The PBE cell relaxed with a single k point (1x1x1) looks wrong. It shrinks by 0.40 % from the common starting cell, while the other four PBE cells grow by 2.4 to 2.6 %. Its volume is also smaller than that of PBEsol, although PBE usually gives the larger cell of the two. The shape is off as well: the length a equals that of PBEsol, yet the length c is 0.082 Å shorter.

SiO2 (space group P6_422, 9 atoms per cell, b = a), from scalar-relativistic DFT without spin polarisation in Ansatz 0.2.0, with plane waves, PAW, Gamma-centred k meshes and 0.02 eV Gaussian smearing. Cell and atoms are relaxed to zero pressure within this symmetry. Volume changes are relative to the common starting cell, with a = 5.061 Å and c = 5.541 Å.

| functional | wave cutoff (eV) | k mesh | volume per atom (Å³) | volume change (%) | length a (Å) | length c (Å) |
| --- | --- | --- | --- | --- | --- | --- |
| LDA | 420 | 6x6x4 | 13.50 | -1.16 | 5.039 | 5.525 |
| PBE | 420 | 1x1x1 | 13.60 | -0.40 | 5.080 | 5.477 |
| PBE | 420 | 3x3x1 | 13.98 | 2.38 | 5.110 | 5.564 |
| PBE | 420 | 3x3x2 | 14.01 | 2.58 | 5.105 | 5.585 |
| PBE | 420 | 3x3x4 | 14.01 | 2.58 | 5.105 | 5.585 |
| PBE | 420 | 6x6x4 | 14.01 | 2.58 | 5.105 | 5.585 |
| PBEsol | 420 | 6x6x4 | 13.80 | 1.09 | 5.080 | 5.559 |
| r2SCAN | 500 | 6x6x4 | 13.65 | -0.04 | 5.060 | 5.541 |

To say how wrong that shape is, we need to know what shape this crystal should have. High quartz is a framework of SiO₄ tetrahedra that share corners. In the limit of perfectly regular tetrahedra, each fits into a cube of edge $s$, with its four oxygen atoms on alternate corners. Two opposite edges of the tetrahedron lie flat, one above the other at a distance $s$. Oxygen layers are spaced by a third of the cell height, so $c = 3s$.

The width follows from the same cube. Seen from above, each oxygen lies $s/\sqrt{2}$ from its silicon, and neighbouring silicon atoms are $a/2$ apart. The symmetry axes through silicon turn each bond by 15° from the line between these neighbours. Two bonds therefore span $a/2 = 2\,(s/\sqrt{2})\cos 15^\circ$, which gives $a = (1+\sqrt{3})\,s$. The edge $s$ drops out of the ratio:

$$\frac{c}{a} = \frac{3}{1+\sqrt{3}} = 1.098$$

A functional that makes the Si–O bond longer should then enlarge the cell while keeping its shape. On the 6x6x4 mesh this is nearly what happens: c/a stays between 1.094 and 1.096 for all four functionals. From LDA to PBE the volume grows by 3.8 %, which corresponds to a bond about 0.02 Å longer if the tetrahedra keep their shape; this estimate is scaled from the bond length in the starting cell, not from a relaxed one. The rule needs two things: tetrahedra that stay nearly regular, and the high-quartz symmetry, which the relaxation preserves. Real quartz at low temperature lowers that symmetry by tilting its tetrahedra, and then the cell can also change size without stretching bonds. The cells here are therefore constrained ones, not the most stable form of quartz, and may be saddle points of the energy rather than minima. They also hold for zero temperature without zero-point motion, while real high quartz exists only when hot, so their lengths should not be compared directly with measured ones.

The shape is not kept exactly: from LDA to PBE, a grows by 1.3 % and c by only 1.1 %. Still, most of the small departure from regular tetrahedra can be absorbed in one constant. A line through the origin, fitted to the four 6x6x4 rows only, gives $c = 1.095\,a$. For the single-point cell, which was not part of the fit, it predicts $c = 1.095 \times 5.080\ \text{Å} = 5.56\ \text{Å}$. The calculation gave 5.477 Å, about 0.085 Å less. The printed analysis after this section shows that the worst functional misses the line by only 0.008 Å, so the break is some ten times larger than the scatter among functionals.

A second row breaks the pattern more gently. PBE on the 3x3x1 mesh has a c that is 0.021 Å shorter than on the finer meshes, while its a is 0.005 Å longer. The two errors partly cancel in the volume, which is only 0.2 % too small. With a second layer of k points along c the break is gone, and the three finest PBE meshes agree to every digit shown.

Since the functional is the same in all five PBE rows, the breaks come from the k mesh. A mesh with $n$ points along a cell vector treats the electrons as if the crystal closed on itself after $n$ cells. In the limit of very many points this closure is too far away to matter. In the opposite limit, a single point, every cell is its own neighbour, and the electrons are forced to be in step with copies of themselves about 5 Å away. In an insulator the influence of such copies dies off exponentially with distance, which is why a few more points are enough.

This picture also suggests why the larger repair comes from an unexpected direction. Going from 1x1x1 to 3x3x1 adds points only in the plane, yet it lengthens c by 0.087 Å and a by just 0.030 Å. With a single point, a cell has six nearest copies in the plane and only two along c. The distances are similar, but the paths through the bonds are not: a silicon atom reaches four of its in-plane copies across one other silicon, and its copies along c only across two, so the coupling in the plane is expected to be the stronger. The in-plane points push these copies away, together with those displaced along both a and c, and leave the copies along c, whose remaining effect is the small error of the 3x3x1 row. This makes the order of the two breaks plausible, but it gives neither size nor sign: the energy lies 88 meV an atom above the 6x6x4 result for the single point and 6 meV below it for 3x3x1.

It remains to explain how an error in the plane can shorten the height. A uniform squeeze on the cell is not the answer. In the common starting cell the single-point calculation still pushes outward, with 4.2 GPa against 5.0 GPa on the 3x3x4 mesh. Scaled from the expansion on that finer mesh, this pressure should enlarge the cell by about 2.2 %. The same scaling comes within 0.2 percentage points of the computed expansion for both PBE 3x3x1 and PBEsol, but for the single point it gets even the sign wrong. These are mean pressures, however, so they do not exclude an inward pull along c alone.

A clear difference at the start is the force on the atoms, 3.6 times as large as on the 3x3x4 mesh. Symmetry holds silicon in place and leaves oxygen one free direction, which lies in the plane. The height of a Si–O bond is $c/6$, so its length $d$ obeys

$$d^2 = \left(\frac{c}{6}\right)^2 + p^2,$$

where $p$ is the part of the bond that lies in the plane. If oxygen moves sideways, away from the line between its two silicon neighbours, $p$ grows; a bond that resists stretching can then lie flatter, which shortens c, or draw the silicon atoms together, which shortens a. Against the finer PBE meshes both lengths are short, c much more so, and the equation alone does not say why. The relaxation energy supports a large move of this kind: the single-point cell gains about 0.21 eV while its volume hardly changes, against 0.05 eV on the 3x3x4 mesh. The data do not list the oxygen position, but a move toward the line would squeeze the bond further in a cell already short in both directions, so a move away from it is expected. The reading is plausible, not proven. Relaxing the single-point cell with oxygen held at its starting fractional coordinates would test it.

For someone setting up such a relaxation, the useful measure is the number of k points along a vector times the length of that vector. For PBE in this wide-gap insulator, about 15 Å in the plane and 11 Å along c already give the lengths of the finest mesh; no mesh between one and three points in the plane was run, and the wave cutoff was not varied. A cell doubled along c therefore needs only half as many points in that direction for the same sampling. Convergence should be judged on a and c separately, since the volume hides much of the error in the 3x3x1 cell. A change in energy between meshes also reveals the error, but a lower energy does not mark the better mesh: that cell comes out 6 meV an atom below the 6x6x4 result, which is a sampling error and not a sign of a better structure.

The analysis program printed:

```
fit of length_c on 4 rows (dense): coefficient of length_a 1.095 +/- 0.00054; rms 0.00476, worst LDA -0.00756, leave-one-out rms 0.00634
  rows outside the fit (model, value, miss): PBE 5.562, 5.477, 0.0853; PBE 5.595, 5.564, 0.0312; PBE 5.59, 5.585, 0.00471; PBE 5.59, 5.585, 0.00471
Shape and size (changes are against PBE 3x3x4):
     row    c/a  c/a off regular %  c missing Å  a change %  c change %  volume change %  repeat in plane Å  repeat along c Å
     LDA  1.096            -0.1483     -0.00756      -1.293      -1.074            -3.64              30.23              22.1
     PBE  1.078             -1.815      0.08533     -0.4897      -1.934           -2.926               5.08             5.477
     PBE  1.089            -0.8406      0.03118     0.09794      -0.376          -0.2141              15.33             5.564
     PBE  1.094            -0.3689     0.004707           0           0                0              15.32             11.17
     PBE  1.094            -0.3689     0.004707           0           0                0              15.32             22.34
     PBE  1.094            -0.3689     0.004707           0           0                0              30.63             22.34
  PBEsol  1.094            -0.3447     0.003333     -0.4897     -0.4655           -1.499              30.48             22.24
  r2SCAN  1.095            -0.2747    -0.000566     -0.8815     -0.7878            -2.57              30.36             22.16
c/a of regular untilted tetrahedra: 1.098
growth of a from LDA to converged PBE, %: 1.31
growth of c from LDA to converged PBE, %: 1.086
growth of volume from LDA to converged PBE, %: 3.778
Si-O stretch from LDA to PBE if tetrahedra keep their shape, Å: 0.02002
change of c from 1x1x1 to 3x3x1, Å: 0.087
change of a from 1x1x1 to 3x3x1, Å: 0.03
change of c from 3x3x1 to 3x3x2, Å: 0.021
change of a from 3x3x1 to 3x3x2, Å: -0.005
c of PBE 1x1x1 less c of PBEsol, Å: -0.082
share of the 1x1x1 volume loss that lies in c, %: 65.74
expansion of 1x1x1 expected from its starting pressure, %: 2.193
expansion of 3x3x1 expected from its starting pressure, %: 2.499
expansion of PBEsol expected from its starting pressure, %: 1.268
starting force of 1x1x1 over that of 3x3x4, ratio: 3.581
energy of 1x1x1 above PBE 6x6x4, eV an atom: 0.08827
energy of 3x3x1 above PBE 6x6x4, eV an atom: -0.005822
```
